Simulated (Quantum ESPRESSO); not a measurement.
# Cu (Fm-3m) in Quantum ESPRESSO: settings compared

The runs below take Cu through band structure, single point, equation of state, with PBEsol, LDA.

Everything below comes from runs of Quantum ESPRESSO 7.5. Logs are shortened: lines on timing, memory, paths and dates and some standing lists are left out, and cuts for length are marked.

**1. Starting point**

The structure is cubic, space group Fm-3m (No. 225). The conventional cell has a = 3.615 Å, b = 3.615 Å, c = 3.615 Å, α = 90.00°, β = 90.00°, γ = 90.00°. Cu (site symmetry m-3m) has 12 Cu at 2.56 Å as nearest neighbours.

**2. Band structure, PBEsol**

pw.in reads:

```
&CONTROL
  calculation = 'scf'
  prefix = 'pwscf'
  outdir = './tmp'
  pseudo_dir = './pseudo'
  tprnfor = .true.
  tstress = .true.
  disk_io = 'low'
/
&SYSTEM
  ibrav = 0
  nat = 1
  ntyp = 1
  ecutwfc = 56
  ecutrho = 448
  nbnd = 16
  occupations = 'smearing'
  smearing = 'fd'
  degauss = 0.00367493
/
&ELECTRONS
  conv_thr = 2d-10
  electron_maxstep = 120
  mixing_beta = 0.5
/
ATOMIC_SPECIES
Cu    63.5460 cu_pbesol_v1.2.uspp.F.UPF
CELL_PARAMETERS angstrom
   0.0000000000    1.8075000000    1.8075000000
   1.8075000000    0.0000000000    1.8075000000
   1.8075000000    1.8075000000    0.0000000000
ATOMIC_POSITIONS crystal
Cu     0.0000000000    0.0000000000    0.0000000000
K_POINTS automatic
13 13 13 0 0 0
```

bands.in reads:

```
&CONTROL
  calculation = 'bands'
  prefix = 'pwscf'
  outdir = './tmp'
  pseudo_dir = './pseudo'
  disk_io = 'low'
  verbosity = 'high'
/
&SYSTEM
  ibrav = 0
  nat = 1
  ntyp = 1
  ecutwfc = 56
  ecutrho = 448
  nbnd = 16
  occupations = 'smearing'
  smearing = 'fd'
  degauss = 0.00367493
/
&ELECTRONS
  conv_thr = 1d-08
  electron_maxstep = 120
  mixing_beta = 0.5
  diago_full_acc = .true.
  startingwfc = 'random'
/
ATOMIC_SPECIES
Cu    63.5460 cu_pbesol_v1.2.uspp.F.UPF
CELL_PARAMETERS angstrom
   0.0000000000    1.8075000000    1.8075000000
   1.8075000000    0.0000000000    1.8075000000
   1.8075000000    1.8075000000    0.0000000000
ATOMIC_POSITIONS crystal
Cu     0.0000000000    0.0000000000    0.0000000000
K_POINTS crystal
60
 0.0000000000  0.0000000000  0.0000000000 1
 0.0625000000  0.0000000000  0.0625000000 1
 0.1250000000  0.0000000000  0.1250000000 1
 0.1875000000  0.0000000000  0.1875000000 1
 0.2500000000  0.0000000000  0.2500000000 1
 0.3125000000  0.0000000000  0.3125000000 1
 0.3750000000  0.0000000000  0.3750000000 1
 0.4375000000  0.0000000000  0.4375000000 1
 0.5000000000  0.0000000000  0.5000000000 1
 0.5000000000  0.0625000000  0.5625000000 1
 0.5000000000  0.1250000000  0.6250000000 1
 0.5000000000  0.1875000000  0.6875000000 1
 0.5000000000  0.2500000000  0.7500000000 1
 0.4375000000  0.3125000000  0.7500000000 1
 0.3750000000  0.3750000000  0.7500000000 1
 0.3375000000  0.3375000000  0.6750000000 1
 0.3000000000  0.3000000000  0.6000000000 1
 0.2625000000  0.2625000000  0.5250000000 1
 0.2250000000  0.2250000000  0.4500000000 1
 0.1875000000  0.1875000000  0.3750000000 1
 0.1500000000  0.1500000000  0.3000000000 1
 0.1125000000  0.1125000000  0.2250000000 1
 0.0750000000  0.0750000000  0.1500000000 1
 0.0375000000  0.0375000000  0.0750000000 1
 0.0000000000  0.0000000000  0.0000000000 1
 0.0625000000  0.0625000000  0.0625000000 1
 0.1250000000  0.1250000000  0.1250000000 1
 0.1875000000  0.1875000000  0.1875000000 1
 0.2500000000  0.2500000000  0.2500000000 1
 0.3125000000  0.3125000000  0.3125000000 1
 0.3750000000  0.3750000000  0.3750000000 1
 0.4375000000  0.4375000000  0.4375000000 1
 0.5000000000  0.5000000000  0.5000000000 1
 0.5250000000  0.4500000000  0.5250000000 1
 0.5500000000  0.4000000000  0.5500000000 1
 0.5750000000  0.3500000000  0.5750000000 1
 0.6000000000  0.3000000000  0.6000000000 1
 0.6250000000  0.2500000000  0.6250000000 1
 0.5833333333  0.2500000000  0.6666666667 1
 0.5416666667  0.2500000000  0.7083333333 1
 0.5000000000  0.2500000000  0.7500000000 1
 0.5000000000  0.2857142857  0.7142857143 1
 0.5000000000  0.3214285714  0.6785714286 1
 0.5000000000  0.3571428571  0.6428571429 1
 0.5000000000  0.3928571429  0.6071428571 1
 0.5000000000  0.4285714286  0.5714285714 1
 0.5000000000  0.4642857143  0.5357142857 1
 0.5000000000  0.5000000000  0.5000000000 1
 0.4821428571  0.4821428571  0.5357142857 1
 0.4642857143  0.4642857143  0.5714285714 1
 0.4464285714  0.4464285714  0.6071428571 1
 0.4285714286  0.4285714286  0.6428571429 1
 0.4107142857  0.4107142857  0.6785714286 1
 0.3928571429  0.3928571429  0.7142857143 1
 0.3750000000  0.3750000000  0.7500000000 1
 0.6250000000  0.2500000000  0.6250000000 1
 0.5937500000  0.1875000000  0.5937500000 1
 0.5625000000  0.1250000000  0.5625000000 1
 0.5312500000  0.0625000000  0.5312500000 1
 0.5000000000  0.0000000000  0.5000000000 1
```

Potentials or basis: GBRV 1.5 PBEsol.

Started as:

```console
OMP_NUM_THREADS=1 mpirun -n 2 pw.x -nk 2 -in pw.in > pw.out
OMP_NUM_THREADS=1 mpirun -n 2 pw.x -nk 2 -in bands.in > bands.out
```

pw.out:

```text
This program is part of the open-source Quantum ESPRESSO suite
     for quantum simulation of materials; please cite
         "P. Giannozzi et al., J. Phys.:Condens. Matter 21 395502 (2009);
         "P. Giannozzi et al., J. Phys.:Condens. Matter 29 465901 (2017);
         "P. Giannozzi et al., J. Chem. Phys. 152 154105 (2020);
     in publications or presentations arising from this work. More details at

     Message from routine setup:
     using ibrav=0 with symmetry is DISCOURAGED, use correct ibrav instead

     K-points division:     npool     =       2
     Subspace diagonalization in iterative solution of the eigenvalue problem:
     a serial algorithm will be used

     G-vector sticks info
     --------------------
     sticks:   dense  smooth     PW     G-vecs:    dense   smooth      PW
     Sum         721     361    121                12675     4573     893

     Using Slab Decomposition

     bravais-lattice index     =            0
     lattice parameter (alat)  =       4.8305  a.u.
     unit-cell volume          =      79.7006 (a.u.)^3
     number of atoms/cell      =            1
     number of atomic types    =            1
     number of electrons       =        19.00
     number of Kohn-Sham states=           16
     kinetic-energy cutoff     =      56.0000  Ry
     charge density cutoff     =     448.0000  Ry
     scf convergence threshold =      2.0E-10
     mixing beta               =       0.5000
     number of iterations used =            8  plain     mixing
     Exchange-correlation= SLA  PW   PSX  PSC
                           (   1   4  10   8   0   0   0)

     celldm(1)=   4.830501  celldm(2)=   0.000000  celldm(3)=   0.000000
     celldm(4)=   0.000000  celldm(5)=   0.000000  celldm(6)=   0.000000

     crystal axes: (cart. coord. in units of alat)
               a(1) = (   0.000000   0.707107   0.707107 )
               a(2) = (   0.707107   0.000000   0.707107 )
               a(3) = (   0.707107   0.707107   0.000000 )

     reciprocal axes: (cart. coord. in units 2 pi/alat)
               b(1) = ( -0.707107  0.707107  0.707107 )
               b(2) = (  0.707107 -0.707107  0.707107 )
               b(3) = (  0.707107  0.707107 -0.707107 )

     PseudoPot. # 1 for Cu read from file:
     cu_pbesol_v1.2.uspp.F.UPF
     Pseudo is Ultrasoft + core correction, Zval = 19.0
     Generated by new atomic code, or converted to UPF format
     Using radial grid of  867 points,  6 beta functions with:
                l(1) =   0
                l(2) =   0
                l(3) =   1
                l(4) =   1
                l(5) =   2
                l(6) =   2
     Q(r) pseudized with  8 coefficients,  rinner =    1.150   1.150   1.150
                                                       1.150   1.150

     atomic species   valence    mass     pseudopotential
     Cu               19.00    63.54600     Cu( 1.00)

     48 Sym. Ops., with inversion, found

   Cartesian axes

     site n.     atom                  positions (alat units)
         1        Cu     tau(   1) = (   0.0000000   0.0000000   0.0000000  )

     number of k points=    84  Fermi-Dirac smearing, width (Ry)=  0.0037
                       cart. coord. in units 2pi/alat
        k(    1) = (   0.0000000   0.0000000   0.0000000), wk =   0.0009103
        k(    2) = (   0.0543928   0.0543928  -0.0543928), wk =   0.0072827
        k(    3) = (   0.1087857   0.1087857  -0.1087857), wk =   0.0072827
        k(    4) = (   0.1631785   0.1631785  -0.1631785), wk =   0.0072827
        k(    5) = (   0.2175713   0.2175713  -0.2175713), wk =   0.0072827
        k(    6) = (   0.2719641   0.2719641  -0.2719641), wk =   0.0072827
[... 76 lines left out ...]
        k(   83) = (   0.0000000  -0.4351426   0.6527140), wk =   0.0218480
        k(   84) = (  -0.0543928  -0.3807498   0.7071068), wk =   0.0218480

     Dense  grid:    12675 G-vectors     FFT dimensions: (  36,  36,  36)

     Smooth grid:     4573 G-vectors     FFT dimensions: (  24,  24,  24)

[... 56 lines left out ...]
     ethr =  2.62E-09,  avg # of iterations =  1.0

     total energy              =    -403.51268528 Ry
     estimated scf accuracy    <          9.0E-10 Ry

     iteration # 16     ecut=    56.00 Ry     beta= 0.50
     Davidson diagonalization with overlap
     ethr =  4.72E-12,  avg # of iterations =  3.8

     End of self-consistent calculation

          k = 0.0000 0.0000 0.0000 (   537 PWs)   bands (ev):

   -96.3397 -53.8199 -53.8199 -53.8199   6.4292  12.8880  12.8880  12.8880
    13.7243  13.7243  38.4463  41.0406  41.0406  41.0406  43.5619  43.5619

          k = 0.0544 0.0544-0.0544 (   549 PWs)   bands (ev):

   -96.3389 -53.8261 -53.8208 -53.8208   6.6449  12.8417  12.9284  12.9284
    13.7087  13.7087  37.0104  39.3550  40.4345  40.4345  44.4678  44.4678

          k = 0.1088 0.1088-0.1088 (   552 PWs)   bands (ev):

   -96.3366 -53.8435 -53.8234 -53.8234   7.2774  12.7283  13.0159  13.0159
    13.6941  13.6941  33.1601  38.9352  39.5221  39.5221  45.4128  45.8963

          k = 0.1632 0.1632-0.1632 (   564 PWs)   bands (ev):

   -96.3335 -53.8680 -53.8271 -53.8271   8.2694  12.6274  13.0527  13.0527
    13.7694  13.7694  29.2403  38.4736  38.7838  38.7838  44.7756  45.4279

          k = 0.2176 0.2176-0.2176 (   568 PWs)   bands (ev):

   -96.3301 -53.8939 -53.8310 -53.8310   9.4518  12.7165  12.9964  12.9964
    13.9581  13.9581  25.5938  37.8556  38.2744  38.2744  43.0332  43.0332

          k = 0.2720 0.2720-0.2720 (   565 PWs)   bands (ev):

   -96.3273 -53.9154 -53.8343 -53.8343  10.3879  12.9133  12.9133  13.3686
    14.1622  14.1622  22.3802  37.2963  37.9791  37.9791  41.7302  41.7302

          k = 0.3264 0.3264-0.3264 (   571 PWs)   bands (ev):

   -96.3257 -53.9275 -53.8361 -53.8361  10.7462  12.8596  12.8596  14.2887
    14.2887  14.5304  20.0358  36.9749  37.8559  37.8559  41.0308  41.0308

          k = 0.1088-0.0000 0.0000 (   556 PWs)   bands (ev):

   -96.3386 -53.8259 -53.8223 -53.8223   6.7166  12.8020  12.9567  12.9567
    13.6467  13.7557  37.6052  38.8789  38.8789  39.9870  45.0151  45.8526

          k = 0.1632 0.0544-0.0544 (   557 PWs)   bands (ev):

   -96.3369 -53.8389 -53.8253 -53.8240   7.2097  12.6939  13.0422  13.0461
    13.5764  13.7839  34.6290  37.6030  37.9339  40.8192  43.8841  45.6257
[... 346 lines left out ...]
          k =-0.1088-0.4351 0.6527 (   565 PWs)   bands (ev):

   -96.3216 -53.9046 -53.8789 -53.8564  11.6972  12.0157  12.6846  13.7641
    14.3235  18.7001  23.0732  26.2358  26.7498  40.2063  43.9134  46.8915

          k =-0.0544-0.3807 0.5983 (   561 PWs)   bands (ev):

   -96.3214 -53.8993 -53.8869 -53.8556  11.8628  12.1016  12.5215  13.6601
    14.3186  20.2725  21.2268  25.2947  27.5198  40.7731  44.8970  47.9165

          k = 0.0000-0.3264 0.5439 (   565 PWs)   bands (ev):

   -96.3221 -53.9004 -53.8827 -53.8518  11.8724  12.2679  12.2734  13.6711
    14.1957  18.1980  23.4184  25.1906  28.7147  41.4974  43.4777  47.2681

          k =-0.0544-0.4895 0.7071 (   570 PWs)   bands (ev):

   -96.3210 -53.9100 -53.8745 -53.8611  11.4640  11.8140  13.1484  13.9299
    14.4220  18.9851  24.1671  25.0185  26.1611  38.9038  41.3331  49.6593

          k = 0.0000-0.4351 0.6527 (   562 PWs)   bands (ev):

   -96.3209 -53.9030 -53.8836 -53.8604  11.6505  11.9840  12.8258  13.7741
    14.4203  20.6026  22.6865  23.8195  26.4542  40.0583  44.2046  47.6464

          k =-0.0544-0.3807 0.7071 (   556 PWs)   bands (ev):

   -96.3210 -53.8972 -53.8883 -53.8608  11.7533  12.2320  12.4727  13.6937
    14.4214  20.7277  22.6865  24.6767  25.1183  43.0232  43.9047  46.0774

     the Fermi energy is    16.0549 ev

!    total energy              =    -403.51268528 Ry
     estimated scf accuracy    <          5.7E-11 Ry
     smearing contrib. (-TS)   =      -0.00019909 Ry
     internal energy E=F+TS    =    -403.51248619 Ry

     The total energy is F=E-TS. E is the sum of the following terms:
     one-electron contribution =    -268.18335805 Ry
     hartree contribution      =     145.34645534 Ry
     xc contribution           =     -38.39070562 Ry
     ewald contribution        =    -242.28487785 Ry

     convergence has been achieved in  16 iterations

     Forces acting on atoms (cartesian axes, Ry/au):

     atom    1 type  1   force =     0.00000000    0.00000000    0.00000000

     Total force =     0.000000     Total SCF correction =     0.000000

     Computing stress (Cartesian axis) and pressure

          total   stress  (Ry/bohr**3)                   (kbar)     P=      -65.80
  -0.00044729   0.00000000   0.00000000          -65.80        0.00        0.00
   0.00000000  -0.00044729   0.00000000            0.00      -65.80        0.00
   0.00000000   0.00000000  -0.00044729            0.00        0.00      -65.80

=------------------------------------------------------------------------------=
   JOB DONE.
=------------------------------------------------------------------------------=
```

Wall time 12 s (2 MPI ranks of Arm Neoverse V2, shared host); peak memory 0.18 GiB.

Results:

| Property | Result |
| --- | --- |
| Free energy | -5490.0698 eV |
| Pressure | -6.6 GPa |
| Band gap on the k mesh | none (metal or under the smearing width) |

Levels at the corners of the path, in eV from the Fermi level:
```
point  band 5  band 6  band 7  band 8  band 9  band 10  band 11  band 12  band 13  band 14
    Γ   -9.63   -3.17   -3.17   -3.17   -2.33    -2.33    22.39    24.99    24.99    24.99
    X   -5.06   -4.58   -1.77   -1.60   -1.60     1.23     6.94    12.80    12.80    17.47
    W   -4.31   -3.69   -3.69   -2.38   -1.60     5.99     5.99     8.14     8.54    28.02
    K   -4.47   -4.23   -2.92   -2.20   -1.80     4.11     5.52     7.64    14.90    19.11
    Γ   -9.63   -3.17   -3.17   -3.17   -2.33    -2.33    22.39    24.99    24.99    24.99
    L   -5.27   -3.20   -3.20   -1.75   -1.75    -1.26     3.58    20.88    21.79    21.79
    U   -4.47   -4.23   -2.92   -2.20   -1.80     4.11     5.52     7.64    14.90    19.11
    W   -4.31   -3.69   -3.69   -2.38   -1.60     5.99     5.99     8.14     8.54    28.02
    L   -5.27   -3.20   -3.20   -1.75   -1.75    -1.26     3.58    20.88    21.79    21.79
    K   -4.47   -4.23   -2.92   -2.20   -1.80     4.11     5.52     7.64    14.90    19.11
    U   -4.47   -4.23   -2.92   -2.20   -1.80     4.11     5.52     7.64    14.90    19.11
    X   -5.06   -4.58   -1.77   -1.60   -1.60     1.23     6.94    12.80    12.80    17.47
```

**3. Single point, LDA, 11.10 Å³/atom**

pw.in: that of step 2 with these lines changed.

```diff
@@ -7,3 +7,3 @@
   tstress = .true.
-  disk_io = 'low'
+  disk_io = 'nowf'
 /
@@ -26,7 +26,7 @@
 ATOMIC_SPECIES
-Cu    63.5460 cu_pbesol_v1.2.uspp.F.UPF
+Cu    63.5460 cu_lda_v1.2.uspp.F.UPF
 CELL_PARAMETERS angstrom
-   0.0000000000    1.8075000000    1.8075000000
-   1.8075000000    0.0000000000    1.8075000000
-   1.8075000000    1.8075000000    0.0000000000
+   0.0000000000    1.7706018915    1.7706018915
+   1.7706018915    0.0000000000    1.7706018915
+   1.7706018915    1.7706018915    0.0000000000
 ATOMIC_POSITIONS crystal
```

Potentials or basis: GBRV 1.5 LDA.

Started as:

```console
OMP_NUM_THREADS=1 mpirun -n 2 pw.x -nk 2 -in pw.in > pw.out
```

Run time: 8.2 s. Hardware: 2 MPI ranks of Arm Neoverse V2, shared host; peak memory 0.18 GiB.

It converged, with:

| Property | Result |
| --- | --- |
| Free energy | -5490.5867 eV |
| Pressure | -3.5 GPa |
| Band gap on the k mesh | none (metal or under the smearing width) |

[end of part 1 of 2]
